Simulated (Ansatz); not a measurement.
The following input was run with Ansatz 0.2.0.

```yaml
crystal:
  lattice:
    - [0.0, 2.47502, 2.47502]
    - [2.47502, 0.0, 2.47502]
    - [2.47502, 2.47502, 0.0]
  atoms:
    - { symbol: Pb, position: [0.0, 0.0, 0.0] }
basis:
  ecutwfc: 420
kpoints:
  mp_grid: { grid: [14, 14, 14] }
hamiltonian:
  xc: pbesol
scf:
  occupations: { method: gaussian, width: 0.1 }
output:
  forces: true
  stress: true
  eigenvalues: true
relax:
  adjacent_minimum: "off"
  f_tol: 0.005
  max_steps: 80
  cell: { stress_tol: 0.05 }
```

Run as
```bash
ansatz run input.yaml --threads 1 --pin off --max-ram 2560MiB --backend cpu --events-out ev --progress --plain --runs-dir out
```

All numbers below come from Ansatz 0.2.0, DFT PBEsol, scalar-relativistic, plane waves, PAW.

From the run's log, abridged (iterations and final results):

```
SCF iter   1: F=—  HF=-11754.949340 eV  |F-HF|=—  |Δ(HF+E_count)|=         —  Δρ=1.99e-3  dr2=8.62e-4  ethr=1.77e-3  ⟨swp⟩=5.6  Hψ=7514  notcnv=0
SCF iter   2: F=—  HF=-11754.948668 eV  |F-HF|=—  |Δ(HF+E_count)|=   6.72e-4  Δρ=1.23e-3  dr2=3.62e-4  ethr=6.16e-6  ⟨swp⟩=2.5  Hψ=2617  notcnv=0
SCF iter   3: F=—  HF=-11754.948570 eV  |F-HF|=—  |Δ(HF+E_count)|=   9.81e-5  Δρ=6.17e-4  dr2=9.29e-5  ethr=2.59e-6  ⟨swp⟩=2.0  Hψ=1840  notcnv=0
SCF iter   4: F=—  HF=-11754.948528 eV  |F-HF|=—  |Δ(HF+E_count)|=   4.20e-5  Δρ=1.72e-4  dr2=7.05e-6  ethr=6.63e-7  ⟨swp⟩=2.3  Hψ=1817  notcnv=0
SCF iter   5: F=-11754.948525 eV  HF=-11754.948525 eV  |F-HF|=5.75e-8  |Δ(HF+E_count)|=   3.29e-6  Δρ=1.96e-5  dr2=7.66e-8  ethr=5.03e-8  ⟨swp⟩=2.0  Hψ=1772  notcnv=0
SCF iter   6: F=-11754.948525 eV  HF=-11754.948525 eV  |F-HF|=7.88e-10  |Δ(HF+E_count)|=   1.10e-8  Δρ=1.46e-6  dr2=9.26e-10  ethr=5.47e-10  ⟨swp⟩=4.2  Hψ=5757  notcnv=0
SCF 1 converged in 6 iterations: F = -11754.948525 eV  dr2 = 9.26e-10
relax step   1: F+E_penalty+E_count = -11754.94852491 eV  Δ(F+E_penalty+E_count) = +0.000e0 eV  max|allowed force component| = 0.000e0 eV/Å  Δτ_max = 0.0000 Å  P = -0.432 GPa  Ω = 30.323 Å³  (6 SCF iters, dr2 threshold 1.00e-7 eV, accepted)
Crystal: 1 atom, lattice volume = 30.025 Å³
Basis set: ecut = 420 eV, 561 PW (Γ), exchange–correlation on 48×48×48 points (8 copies of the dense FFT grid, shifted against one another)
Initial density: handed on by an earlier stage of this run
Initial wavefunctions: those handed on with the density
SCF iter   1: F=—  HF=-11754.948941 eV  |F-HF|=—  |Δ(HF+E_count)|=         —  Δρ=1.37e-4  dr2=6.08e-6  ethr=1.18e-8  ⟨swp⟩=3.7  Hψ=10701  notcnv=0
SCF iter   2: F=—  HF=-11754.948940 eV  |F-HF|=—  |Δ(HF+E_count)|=   8.56e-7  Δρ=5.25e-5  dr2=4.12e-7  ethr=1.18e-8  ⟨swp⟩=2.0  Hψ=1864  notcnv=0
SCF iter   3: F=-11754.948940 eV  HF=-11754.948940 eV  |F-HF|=6.70e-8  |Δ(HF+E_count)|=   2.75e-7  Δρ=2.33e-5  dr2=7.67e-8  ethr=3.95e-10  ⟨swp⟩=6.0  Hψ=5581  notcnv=0
SCF 2 converged in 3 iterations: F = -11754.948940 eV  dr2 = 7.67e-8
relax step   2: F+E_penalty+E_count = -11754.94894023 eV  Δ(F+E_penalty+E_count) = -4.153e-4 eV  max|allowed force component| = 0.000e0 eV/Å  Δτ_max = 0.0000 Å  P = +0.028 GPa  Ω = 30.025 Å³  energy of the carried Pulay correction = +3.661e-5 eV  (3 SCF iters, dr2 threshold 1.00e-7 eV, accepted)
Initial wavefunctions: pseudopotential atomic-orbital guess (no wavefunctions were taken with the density)
SCF iter   1: F=—  HF=-11754.948904 eV  |F-HF|=—  |Δ(HF+E_count)|=         —  Δρ=3.33e-5  dr2=1.18e-7  ethr=1.16e-7  ⟨swp⟩=3.4  Hψ=10940  notcnv=0
SCF iter   2: F=—  HF=-11754.948905 eV  |F-HF|=—  |Δ(HF+E_count)|=   5.45e-7  Δρ=1.59e-5  dr2=2.71e-8  ethr=8.42e-10  ⟨swp⟩=1.5  Hψ=1226  notcnv=0
SCF iter   3: F=—  HF=-11754.948905 eV  |F-HF|=—  |Δ(HF+E_count)|=   1.60e-8  Δρ=2.39e-6  dr2=1.21e-9  ethr=1.94e-10  ⟨swp⟩=1.7  Hψ=1245  notcnv=0
SCF iter   4: F=—  HF=-11754.948905 eV  |F-HF|=—  |Δ(HF+E_count)|=  4.13e-10  Δρ=2.13e-7  dr2=1.31e-11  ethr=8.67e-12  ⟨swp⟩=2.0  Hψ=1776  notcnv=0
SCF iter   5: F=-11754.948905 eV  HF=-11754.948905 eV  |F-HF|=7.28e-12  |Δ(HF+E_count)|=  5.46e-12  Δρ=2.90e-8  dr2=1.92e-13  ethr=1.00e-12  ⟨swp⟩=6.5  Hψ=5843  notcnv=0
SCF 3 converged in 5 iterations: F = -11754.948905 eV  dr2 = 1.92e-13
SCF converged after 5 iterations
Free energy (F): -11754.948905 eV
Harris-Foulkes:  -11754.948905 eV  (|F-HF|=7.28e-12)
Internal energy: -11754.946830 eV  (E = F + TS)
E sigma→0 (E₀):  -11754.947868 eV
Entropy (-TS):   -0.002075 eV (-2.075 meV/atom)
Fermi energy:    10.966639 eV
--- Per-component energies (eV) ---
  E_band       = -36.597691
  E_kinetic    = 289.258876
  E_local      = -1010.316603  (includes V_loc(G=0)·N_el)
  E_nonlocal   = 351.629134
  E_hartree    = 400.535483
  E_xc         = -219.193184
  E_vxc        = -132.980870  (∫ρ·V_xc dr)
  E_paw        = -10255.564634  (= ΣΔE_a)
  E_vpaw       = -335.259256  (= ΣTr[D̂ρ^β])
  E_aug_tail   = 0.000049  (compensation charges beyond the density's cutoff)
  E_ewald      = -1311.358068
  E_core_change = 0.062117  (= ΣΔE_core)
  E_smearing   = -0.002075  (= −TS)
--- Forces (eV/Å), atoms counted from 1 ---
  atom   1  Pb     0.00000000     0.00000000     0.00000000
--- Stress (GPa, compression-positive) ---
        0.027624       0.000000       0.000000
        0.000000       0.027624       0.000000
        0.000000       0.000000       0.027624
  P = ⅓ Tr σ = 0.0276 GPa (0.276 kbar)
--- Band table (eV; the first three rows and the last of 104) ---
  k-point 0: bands = ["-6.0782", "-6.0782", "-6.0782", "-5.9319", "-5.9319", "-0.8950", "18.4242", "18.4242", "18.4242", "20.6798", "22.3753"]
  k-point 1: bands = ["-6.0784", "-6.0705", "-6.0705", "-5.9325", "-5.9325", "-0.7956", "17.2157", "18.2986", "18.2986", "20.4618", "22.8947"]
  k-point 2: bands = ["-6.0799", "-6.0529", "-6.0529", "-5.9299", "-5.9299", "-0.4971", "15.0241", "17.9798", "17.9798", "20.1957", "23.6488"]
  k-point 103: bands = ["-6.0724", "-6.0703", "-5.9614", "-5.8779", "-5.7573", "4.3395", "9.0431", "10.0655", "11.2361", "21.2175", "22.0417"]
--- Relaxed structure (2 steps of the walk, 2 accepted, 1 SCFs on fresh bases) ---
  F+E_penalty+E_count = -11754.94890495 eV   max|allowed force component| = 0.000e0 eV/Å   (the final SCF, on the basis selected at the relaxed cell)
  cell:  # Å, volume = 30.0254 Å³
    - [0.0, 2.46690748, 2.46690748]
    - [2.46690748, 0.0, 2.46690748]
    - [2.46690748, 2.46690748, 0.0]
  atoms:
    - { symbol: Pb, position: [0.0, 0.0, 0.0] }
```

The relaxation met its thresholds.

The run took 15 s on 1 thread of Intel(R) Xeon(R) Processor @ 2.50GHz (Skylake/Cascade Lake), with other jobs on the host, peak memory 0.35 GiB.

Spin–orbit coupling is left out, which can shift energies with elements as heavy as these.